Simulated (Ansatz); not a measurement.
The system is LiH.

```
Li H
1.0
     0.00000    2.03675    2.03675
     2.03675    0.00000    2.03675
     2.03675    2.03675    0.00000
Li H
1 1
Direct
  0.00000 0.00000 0.00000
  0.50000 0.50000 0.50000
```

Base run:

| Property | Result |
| --- | --- |
| Program | Ansatz 0.2.0 |
| Functional | HSE06 |
| Potentials or basis | all-electron PAW datasets made for the crystal |
| Cutoff | 220 eV |
| Density cutoff | 880 eV |
| k mesh | 8 × 8 × 8 |
| Occupations | fermi-dirac, width 0.05 eV |
| Spin | no spin polarisation |

Its results: band gap on the k mesh 4.00 eV, direct.

Q: After a change of settings the same cell gave: band gap on the k mesh 2.79 eV, direct. Which change was it?
A. functional from HSE06 to PBEsol; cutoff from 220 eV to 200 eV; density cutoff from 880 eV to 800 eV
B. functional from HSE06 to PBE0
C. functional from HSE06 to PBE; cutoff from 220 eV to 200 eV; density cutoff from 880 eV to 800 eV

A: A.

HSE06 gives the wider gap, since exact exchange removes part of the self-interaction.

Caveats: the program warned that the printed levels may be off, so bands, gaps and densities of states are rough (some runs).

Not every run made on this cell is shown here.
